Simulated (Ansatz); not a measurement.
## Calculated electric field gradients for SiO2

The cell is a COD entry (perhaps calculated rather than measured) whose atoms were relaxed with PBE, the cell held.

```cif
data_SiO2
_symmetry_space_group_name_H-M 'I-42d'
_symmetry_Int_Tables_number 122
_cell_length_a 4.7481
_cell_length_b 4.7481
_cell_length_c 7.4880
_cell_angle_alpha 90.000
_cell_angle_beta 90.000
_cell_angle_gamma 90.000
loop_
_atom_site_label
_atom_site_type_symbol
_atom_site_symmetry_multiplicity
_atom_site_Wyckoff_symbol
_atom_site_fract_x
_atom_site_fract_y
_atom_site_fract_z
Si Si 4 a 0.0000 0.0000 0.0000
O O 8 d 0.2500 0.6264 0.3750
```

One atom of each set is listed; the run and its k-mesh use a cell of 6 atoms with edges of 5.03, 5.03, 5.03 Å.

Level of theory: DFT, PBE, plane waves and PAW (field gradients read without the response of the frozen cores, which leaves them typically 4 to 6 % off), scalar-relativistic, 420 eV cutoff, Γ-centred 6×6×6 k-points, Fermi–Dirac smearing 0.02 eV (Ansatz 0.2.0).

Conventions: |V_zz| ≥ |V_yy| ≥ |V_xx|, η = (V_xx − V_yy)/V_zz, C_Q = eQV_zz/h. ν_Q = 3|C_Q|/[2I(2I − 1)].

¹⁷O: I = 5/2, Q = -25.58 mb. Quadrupole moments are those of Pyykkö's year-2017 table.

Task: Give the quadrupolar parameters of the distinct sites.

Result: 

```
site  atoms                 first shell  C_Q (MHz)     η  ν_Q (MHz)
   O      4  2 Si at 1.63 Å, angle 137°      -5.73  0.34      0.859
```

At O V_zz runs parallel to the line that joins its two neighbours (within 1°).

Si has no stable isotope with a ground-state quadrupole moment in the table, so these sites are left out.
